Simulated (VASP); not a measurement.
HgSe:

```
CELL_PARAMETERS angstrom
0.00000 3.03900 3.03900
3.03900 0.00000 3.03900
3.03900 3.03900 0.00000
ATOMIC_POSITIONS crystal
Hg 0.00000 0.00000 0.00000
Se 0.25000 0.25000 0.25000
```

| Property | Result |
| --- | --- |
| Program | VASP 6.6.1 |
| Task | relaxation of cell and atoms |
| Functional | PBE |
| Dispersion | D3(BJ) |
| Potentials or basis | VASP PAW PBE potentials, release 64 (Hg, Se) |
| Cutoff | 600 eV |
| k mesh | 10 × 10 × 10 |
| Occupations | gaussian, width 0.03 eV |
| Spin | no spin polarisation |

At the start: pressure 2.9 GPa; volume 28.07 Å³/atom.

**Question.** Where does the relaxation end?

**Answer.** Over 3 steps the energy falls by 12.5 meV/atom and the volume is 29.55 Å³/atom (+5.3 %); space group F-43m (No. 216, to 0.05 Å).

Step by step:
```
step  energy change (eV)  largest force (eV/Å)  pressure (GPa)  volume (Å³)
   1              0.0000                0.0000            2.87        56.13
   2             -0.0214                0.0000           -0.93        60.31
   3             -0.0251                0.0000            0.01        59.09
```

Final structure:
```
Hg Se
1.0
     0.00000    3.09146    3.09146
     3.09146    0.00000    3.09146
     3.09146    3.09146    0.00000
Hg Se
1 1
Cartesian
  0.0000 0.0000 0.0000
  1.5457 1.5457 1.5457
```

Caveat: pairwise dispersion overbinds metals, which lowers pressure and volume.
